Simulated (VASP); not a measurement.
A run of VASP 6.6.1 is set up as follows.

Contents of POSCAR:

```
AlAs
1.0
    0.0000000000      2.8408800000      2.8408800000
    2.8408800000      0.0000000000      2.8408800000
    2.8408800000      2.8408800000      0.0000000000
Al As
1 1
Direct
    0.0000000000      0.0000000000      0.0000000000
    0.2500000000      0.2500000000      0.2500000000
```

INCAR.step1

```
SYSTEM = AlAs
PREC = Accurate
ENCUT = 520
EDIFF = 1E-5
ISMEAR = 0
SIGMA = 0.02
LREAL = .False.
LASPH = .True.
NELM = 60
ALGO = Normal
ISIF = 2
LWAVE = .True.
LCHARG = .False.
GGA = PE
```

The input INCAR.step2:

```
SYSTEM = AlAs
PREC = Accurate
ENCUT = 520
EDIFF = 1E-6
ISMEAR = 0
SIGMA = 0.02
LREAL = .False.
LASPH = .True.
NELM = 60
ALGO = Normal
ISIF = 2
LWAVE = .False.
LCHARG = .False.
GGA = PE
LHFCALC = .True.
HFSCREEN = 0.2
PRECFOCK = Fast
ISTART = 1
```

The input KPOINTS:

```
regular mesh
0
Gamma
  6 6 6
  0 0 0
```

Potentials or basis: VASP PAW PBE potentials, release 64 (Al, As).

Run with:

```bash
$ cat potpaw_PBE.64/Al/POTCAR potpaw_PBE.64/As/POTCAR > POTCAR
$ cp INCAR.step1 INCAR
$ mpirun -np 1 vasp_std > vasp.out
$ cp INCAR.step2 INCAR
$ mpirun -np 1 vasp_std > vasp.out
```

(1) Estimate the band gap on the k mesh.

(2) Predict the pressure.

Answers

(1) 2.12 eV, indirect (least direct gap 2.85 eV).

(2) -0.2 GPa.

Caveat: the PAW data sets were made with another functional, which shifts forces and pressure a little.
